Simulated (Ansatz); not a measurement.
**Cu: stiffness from a series of strains**

```yaml
crystal:
  lattice:
    - [0.00000, 1.80750, 1.80750]
    - [1.80750, 0.00000, 1.80750]
    - [1.80750, 1.80750, 0.00000]
  atoms:
    - { symbol: Cu, position: [0.00000, 0.00000, 0.00000] }
```

The cell is COD entry 5000216, as deposited and not checked against the literature; nothing was relaxed.

Level of theory: DFT, PBE, all-electron LAPW, scalar-relativistic in Ansatz 0.2.0.

The runs use a Γ-centred 19×19×19 k mesh, Fermi–Dirac smearing of 0.08 eV, basis error target 0.25 meV/atom, no spin polarisation.

The strain is applied along the Cartesian axes of the cell as listed (the other components stay zero). Fractional coordinates are held (clamped ions).

σ is the change of stress from the unstrained cell, which is at 1.69 GPa; tension is positive, so slopes are stress–strain coefficients at that pressure. In a metal the k mesh adds noise.

Only quantities that a quadratic follows smoothly over the whole series are listed; rougher ones are left out.

| εzz | σzz (GPa) | σxx (GPa) |
| --- | --- | --- |
| -0.0300 | -5.88 | -4.49 |
| -0.0100 | -1.84 | -1.40 |
| 0.0000 | 0.00 | 0.00 |
| 0.0100 | 1.76 | 1.29 |
| 0.0200 | 3.46 | 2.47 |
| 0.0300 | 5.09 | 3.55 |

Problem. Fit the series and read off the stiffness at zero strain.

Solution. Least-squares fits y = p0 + p1 x + p2 x² to the rows give σzz (GPa): p1 = 182, p2 = -440; σxx (GPa): p1 = 134, p2 = -520. So C11 = 182 GPa and C12 = 134 GPa, which gives B = (C11 + 2 C12)/3 = 150 GPa.

Problem. One run, at εzz = -0.0200, is withheld. Predict its row.

Solution. The fits give -3.83, -2.89; the run gave -3.79, -2.89.
